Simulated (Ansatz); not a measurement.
Method: Ansatz, DFT PBE, scalar-relativistic, plane waves, PAW. All cells share a 420 eV cutoff and Γ-centred k meshes spaced at most about 0.3 Å⁻¹ (about 0.25 or finer for metals, 2π included). No spin polarisation.

Each guess is relaxed in cell and atoms at zero pressure, on a coarse mesh first where it starts far from rest and then on a converged one. The steps can't lower the symmetry of the start, but it can rise. Energies are static (0 K, no zero-point motion).

Two unrelaxed guesses for BeSe₄:

A.

```
Be Se
1.0
     0.00000    4.31210    4.31210
     4.31210    0.00000    4.31210
     4.31210    4.31210    0.00000
Be Se
1 4
Direct
  0.00000 0.00000 0.00000
  0.88000 0.88000 0.36000
  0.88000 0.36000 0.88000
  0.36000 0.88000 0.88000
  0.88000 0.88000 0.88000
```

B.

```
Be Se
1.0
     4.94299    0.00000    0.00000
     0.00000    4.94299    0.00000
     0.00000    0.00000    6.01430
Be Se
1 4
Cartesian
  2.4715 2.4715 3.0072
  0.0000 0.0000 3.0072
  0.0000 2.4715 0.0000
  2.4715 0.0000 0.0000
  2.4715 2.4715 0.0000
```

Problem. Where do they end, and which end is lower?

Solution. A ends lower, by 268 meV/atom. A: F-43m at 32.1 Å³/atom → F-43m at 36.3 Å³/atom; B: P4/mmm at 29.4 Å³/atom → P4/mmm at 23.2 Å³/atom. Counting Se atoms around Be (those within 1.25 times the shortest such distance or 1.15 times the sum of covalent radii, 1.27 where that leaves under three), the end of A has Be 4 and the end of B has Be 2. End of A. Conventional cell: a = 8.986 Å. Around Be lie 4 Se at 2.14 Å; Se is surrounded by 1 Be at 2.14 Å. End of B. Conventional cell: a = 5.367 Å, c = 4.018 Å. Be has 2 Se at 2.01 Å, 8 Se at 3.35 Å and 4 Se at 3.80 Å; Se on a site of symmetry 4/mmm has 8 Se at 3.35 Å and 4 Be at 3.80 Å; around Se on a site of symmetry mmm lie 2 Se at 2.68 Å, 4 Be at 3.35 Å and 4 Se at 3.35 Å; 1 more site not described.

Ends held by symmetry can be saddle points. Neither end is the lowest form computed: that has space group P-3m1 (No. 164) and lies 0.33 eV/atom below the better end. Even the lowest of the cells shown lies +0.44 eV/atom against the elements. Some structure types and database cells were kept out of the candidates from the start, so a known form may be missing.
